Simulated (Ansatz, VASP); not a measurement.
**One calculation of ScAl4, two programs**

```
Sc Al
1.0
     5.26684    0.00000    0.00000
     0.00000    5.26684    0.00000
     0.00000    0.00000    5.26684
Sc Al
1 4
Direct
  0.50000 0.50000 0.50000
  0.00000 0.00000 0.00000
  0.00000 0.50000 0.50000
  0.50000 0.00000 0.50000
  0.50000 0.50000 0.00000
```

Alike in both runs: task relaxation of cell and atoms; functional PBE; k mesh 8 × 8 × 8; occupations gaussian, width 0.1 eV; no spin polarisation.

|  | VASP | Ansatz |
| --- | --- | --- |
| version | VASP 6.6.1 | Ansatz 0.2.0 |
| potentials or method | VASP PAW PBE potentials, release 64 (Sc_sv, Al) | scalar-relativistic, plane waves, PAW |
| plane-wave cutoff (eV) | 600 | 420 |
| valence electrons in the cell | 23 | 23 |

|  | VASP | Ansatz | Ansatz less VASP |
| --- | --- | --- | --- |
| gap on the k mesh at the Fermi level, each at its own relaxed structure (eV) | none | none | - |
| relaxed volume (Å³/atom) | 29.59 | 29.52 | -0.073 |
| relaxed cell length with the largest relative difference (Å) | 5.289 | 5.285 | -0.0044 |

A gap of «none» marks a metal or a gap that the smearing closes.
